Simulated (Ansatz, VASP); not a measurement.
# Pt: VASP beside Ansatz

```
CELL_PARAMETERS angstrom
2.71041 0.00000 0.00000
-1.35521 2.34729 0.00000
0.00000 0.00000 4.65552
ATOMIC_POSITIONS crystal
Pt 0.66667 0.33333 0.75000
Pt 0.33333 0.66667 0.25000
```

Alike in both runs: functional PBE; k mesh 18 × 18 × 10; occupations gaussian, width 0.1 eV; no spin polarisation.

Ansatz relaxed the structure, and its values are those at the end. VASP's run is a single point on that final structure, the one shown.

|  | VASP | Ansatz |
| --- | --- | --- |
| version | VASP 6.6.1 | Ansatz 0.2.0 |
| potentials or method | VASP PAW PBE potentials, release 64 (Pt) | scalar-relativistic, plane waves, PAW |
| plane-wave cutoff (eV) | 520 | 420 |
| valence electrons in the cell | 20 | 36 |

```csv
,VASP,Ansatz,Ansatz less VASP
gap on the k mesh at the Fermi level (eV),none,none,-
pressure (GPa),17.1,17.6,+0.54
```

A gap of «none» marks a metal or a gap that the smearing closes. The two sets of potentials don't hold the same shells in valence.

Caveats: so large a pressure means that the cell lies far from this level's equilibrium, or that cutoff or potentials fall short (VASP). Spin-orbit coupling is left out, which matters for the levels of Pt.
